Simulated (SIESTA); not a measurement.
Runs of SIESTA 5.4.2 on GaP. The structure is cubic, space group F-43m (No. 216). The conventional cell has a = 5.451 Å, b = 5.451 Å, c = 5.451 Å, α = 90.00°, β = 90.00°, γ = 90.00°. Ga (site symmetry -43m) has 4 P at 2.36 Å as nearest neighbours. Around P (site symmetry -43m) lie 4 Ga at 2.36 Å. 

```tsv
task	level	potentials or basis	k mesh	wannier functions	bands left out below	projections	wannier mesh	gap on the mesh (eV)	pressure (GPa)
single point	PBEsol	PseudoDojo 0.4 standard (PBEsol files), DZP (energy shift 0.003 Ry; two zetas on semicore shells)	8 × 8 × 8	-	-	-	-	(a)	0.2
Wannier functions	PBEsol	PseudoDojo 0.4 standard (PBEsol files), DZP (energy shift 0.003 Ry; two zetas on semicore shells)	6 × 6 × 6	9	0	["P:s", "P:p", "Ga:d"]	5 × 5 × 5	(b)	0.2
band structure	BLYP	PseudoDojo 0.4 standard (PBE files), DZP (energy shift 0.003 Ry; two zetas on semicore shells)	8 × 8 × 8	-	-	-	-	1.67	6.8
band structure	AM05	PseudoDojo 0.4 standard (PBEsol files), DZP (energy shift 0.003 Ry; two zetas on semicore shells)	8 × 8 × 8	-	-	-	-	1.60	0.2
band structure	vdW-DF-cx	PseudoDojo 0.4 standard (PBE files), DZP (energy shift 0.003 Ry; two zetas on semicore shells)	8 × 8 × 8	-	-	-	-	1.58	1.5
```

Alike in all rows: no spin polarisation; cell as given; smearing fermi-dirac 0.05 eV; grid cutoff 800 Ry; energy shift 0.003 Ry.

Problem. Fill in the values left out.

Solution. (a) 1.52; (b) 1.51.

Caveats: the basis of atomic orbitals isn't converged, which shifts pressures, moduli and gaps; the potentials were made for another functional, which shifts forces and pressure (some runs).

A k mesh can miss the band edges, and the runs leave out spin-orbit coupling on Ga.
